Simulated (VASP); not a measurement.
The system is GeSe.

```
Ge Se
1.0
    10.96559    0.00000    0.00000
     0.00000    3.88277    0.00000
     0.00000    0.00000    4.42005
Ge Se
4 4
Cartesian
  1.3531 2.9121 3.9229
  6.8359 2.9121 2.7072
  4.1297 0.9707 1.7128
  9.6125 0.9707 0.4972
  9.3744 2.9121 2.2182
  3.8916 2.9121 4.4118
  7.0740 0.9707 0.0082
  1.5912 0.9707 2.2018
```

Base run:

* Program: VASP 6.6.1
* Functional: TB-mBJ
* Potentials or basis: VASP PAW PBE potentials, release 64 (Ge_d, Se)
* Cutoff: 520 eV
* k mesh: 4 × 8 × 6
* Occupations: gaussian, width 0.03 eV
* Spin: no spin polarisation

Its results: band gap on the k mesh 1.07 eV, indirect (least direct gap 1.27 eV).

The run is repeated on the same cell with these changes: functional from TB-mBJ to LDA; potentials or basis from VASP PAW PBE potentials, release 64 (Ge_d, Se) to VASP PAW LDA potentials, release 64 (Ge_d, Se). What comes out?

Band gap on the k mesh 0.65 eV, indirect (least direct gap 0.87 eV).
